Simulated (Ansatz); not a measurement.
Ti:

```
Ti
1.0
    -1.64100    1.64100    1.64100
     1.64100   -1.64100    1.64100
     1.64100    1.64100   -1.64100
Ti
1
Cartesian
  0.0000 0.0000 0.0000
```

This isn't the form of Ti at room conditions, which is hcp.

A run of Ansatz 0.2.0 on this cell left the log below. Logs are shortened: lines on timing, memory, paths and dates and some standing lists are left out, and cuts for length are marked.

```text
Warning: RAYON_NUM_THREADS=1 ignored (pool sized by the plan → 1); use --threads N
The last accepted step is kept in <dir> (removed where the run ends without a failure and the disk answers)
LAPW: plane waves up to 7.937 Å⁻¹, error target 1.0e-3 eV per atom; small_component_spin mean_spin; Ti in spheres of 1.379 Å, 12 of its electrons in bands, Dirac shells [] (how accurate: hamiltonian.pseudopotentials.lapw.basis_error, Limitations)
Engine: ansatz 0.2.0, aarch64-unknown-linux-gnu
Pseudopotentials: kind: all_electron
Pseudopotential: Ti, LAPW, valence charge 12, lapw/all_electron/scalar/gaussian/Ti, Koelling and Harmon's equation, gaussian nucleus
Functional definition: PBEsol
  exchange = pbesol_x
  correlation = pbesol_c
Crystal: 1 atoms, lattice volume = 17.676 Å³
Basis set: ecut = 240.00048025857177 eV, 141 PW (Γ), exchange–correlation at level 2
Bands: 10, of which v1, the nominal top of the filled ones, is band 6 counted from 1 (5 counted from 0)
Symmetry: 48 space group operations
Space group: Im-3m (ITA 229), of the structure as read, at distance tolerance 2.6e-5 Å
k-points: 56 of 1331
Non-local potential: Ti, projectors of the file, none
Initial density: superposition of atomic densities (chi_scale 0.1, normalization cell)
Initial wavefunctions: plane waves of lowest kinetic energy (no species holds an atomic orbital)
Functional: x = pbesol(κ = 0.804, μ = 0.12345679012345678), c = pbesol(β = 0.046)
iter 1 solved again at ethr=7.89e-4 eV; its pass at ethr=1.00e-1 eV (dr2=9.46e-2 eV) is discarded
SCF iter   1: F=—  HF=-23207.631296 eV  |F-HF|=—  |Δ(HF+E_count)|=         —  Δρ=2.58e-2  dr2=9.52e-2  ethr=7.89e-4  ⟨swp⟩=2.6  Hψ=4033  notcnv=0
preconditioner: auto → none  [metal: Δε(μ)=0.026 eV  Ē_g=4.442 eV  σ=0.050 eV  W_gap=0.13  n_scr=0 (ndim 8)  ℏωp=17.7 eV  f_vac=0.000  D(μ)=2.74/eV (n_scr^D=42)]
iter 2 solved again at ethr=9.23e-6 eV; its pass at ethr=7.89e-4 eV (dr2=1.11e-3 eV) is discarded
SCF iter   2: F=—  HF=-23207.474115 eV  |F-HF|=—  |Δ(HF+E_count)|=   1.57e-1  Δρ=2.91e-3  dr2=1.10e-3  ethr=9.23e-6  ⟨swp⟩=2.2  Hψ=3025  notcnv=0
SCF iter   3: F=—  HF=-23207.451510 eV  |F-HF|=—  |Δ(HF+E_count)|=   2.26e-2  Δρ=2.64e-3  dr2=9.74e-4  ethr=9.19e-6  ⟨swp⟩=3.0  Hψ=1976  notcnv=0
[... 40 lines left out ...]
iter 1 solved again at ethr=3.24e-11 eV; its pass at ethr=1.00e-1 eV (dr2=3.89e-9 eV) is discarded
SCF iter   1: F=—  HF=-23207.467045 eV  |F-HF|=—  |Δ(HF+E_count)|=         —  Δρ=5.72e-6  dr2=3.90e-9  ethr=3.24e-11  ⟨swp⟩=3.6  Hψ=3049  notcnv=0
preconditioner: auto → none  [metal: Δε(μ)=0.027 eV  Ē_g=4.539 eV  σ=0.050 eV  W_gap=0.13  n_scr=0 (ndim 8)  ℏωp=18.6 eV  f_vac=0.000  D(μ)=2.11/eV (n_scr^D=42)]
SCF iter   2: F=-23207.467045 eV  HF=-23207.467045 eV  |F-HF|=2.98e-10  |Δ(HF+E_count)|=   1.58e-7  Δρ=2.33e-6  dr2=6.38e-10  ethr=3.24e-11  ⟨swp⟩=2.6  Hψ=1680  notcnv=0
SCF 5 converged in 2 iterations: F = -23207.467045 eV  dr2 = 6.38e-10
relax step   5: F+E_penalty+E_count = -23207.46704526 eV  Δ(F+E_penalty+E_count) = -7.009e-7 eV  max|allowed force component| = 0.000e0 eV/Å  Δτ_max = 0.0000 Å  P = +4.969 GPa  Ω = 15.859 Å³  stress off target by 3.05e-2 GPa  SCF on the basis re-selected at this cell (its energy is not comparable with the rows above)  (2 SCF iters)
basis re-selected at this cell: Δ(F+E_penalty+E_count) = -7.009e-7 eV, ΔP = +0.000 GPa vs the last step (what re-selecting the basis moved, after the strain that the cell walked since its last selection, with what the two solves' SCF thresholds leave and, on support functions, any second-order correction that the steps lacked; it is no measure of the basis error at this ecutwfc). This SCF's stress stands 3.05e-2 GPa from its target on what of the cell is left free (relax.cell.stress_tol is 5.00e-2 GPa) and its largest allowed force component is 0.00e0 eV/Å (relax.f_tol is 2.00e-2 eV/Å): within both
SCF converged after 2 iterations
Free energy (F): -23207.467045 eV
Harris-Foulkes:  -23207.467045 eV  (|F-HF|=2.98e-10)
Internal energy: -23207.449819 eV  (E = F + TS)
E sigma→0 (E₀):  -23207.458432 eV
Entropy (-TS):   -0.017227 eV (-17.227 meV/atom)
Fermi energy:    14.901600 eV
--- Per-component energies (eV) ---
  E_band       = -132.509332
  E_kinetic    = 23429.808966
  E_xc         = -1122.600437
  E_electrostatic = -45514.658348  (all electrons and nuclei)
  E_smearing   = -0.017227  (= −TS)
  E_closure    = 0.000000  (closes the sum)
  E_atoms      = -23200.354998  (free atoms, spherical and without spin; not in F)
  Σ components = -23207.467045   (vs F -23207.467045, Δ=0.00e0)
  Basis errors (estimates in eV, not in F): energy 1.3e-4 per atom: plane waves 1.2e-4 (6.6e-5 summed), levels above the bands 7.6e-28, relativity 3.5e-9, radial functions 1.0e-5, core shells 3.0e-7; eigenvalues (radial functions only) 5.0e-7; not estimated: angular momenta, meshes, grids; target (lapw.basis_error) 1.0e-3; muffin-tin radii Ti 1.330 Å
--- Forces (eV/Å), atoms counted from 1 ---
  atom   1  Ti     0.00000000    -0.00000000    -0.00000000
  max |Σ_I F_I| component: 9.86e-32 eV/Å
--- Stress (GPa, compression-positive) ---
        4.969478       0.000000       0.000000
        0.000000       4.969478       0.000000
        0.000000       0.000000       4.969478
  P = ⅓ Tr σ = 4.9695 GPa (49.695 kbar)
--- Relaxed structure (4 steps of the walk, 4 accepted, 1 SCFs on fresh bases) ---
  F+E_penalty+E_count = -23207.46704526 eV   max|allowed force component| = 0.000e0 eV/Å   (the final SCF, on the basis selected at the relaxed cell)
  cell:  # Å, volume = 15.8593 Å³
    - [-1.582734474245959, 1.582734474245959, 1.582734474245959]
    - [1.582734474245959, -1.582734474245959, 1.582734474245959]
    - [1.582734474245959, 1.582734474245959, -1.582734474245959]
  atoms:
    - { symbol: Ti, position: [0.0, 0.0, 0.0] }
```

**Question.** Write the input and the command behind it.

**Answer.** Relaxation of cell and atoms with PBEsol, no spin polarisation. The files as run (others can give the same):

input.yaml
```yaml
crystal:
  lattice:
    - [-1.641, 1.641, 1.641]
    - [1.641, -1.641, 1.641]
    - [1.641, 1.641, -1.641]
  atoms:
    - { symbol: Ti, position: [0.0, 0.0, 0.0] }
kpoints:
  mp_grid: { grid: [11, 11, 11] }
scf:
  occupations: { method: fermi_dirac, width: 0.05 }
hamiltonian:
  xc: pbesol
  pseudopotentials: { kind: all_electron, lapw: { basis_error: 0.001 } }
output:
  forces: true
  stress: true
relax:
  f_tol: 0.02
  max_steps: 60
  cell: { p_target: 5 }
```

Potentials or basis: all-electron LAPW, scalar-relativistic.
Launch:
```sh
$ ansatz run input.yaml --threads 1 --pin off --max-ram 3072MiB --backend cpu --events-out ev --progress --plain --runs-dir out
```
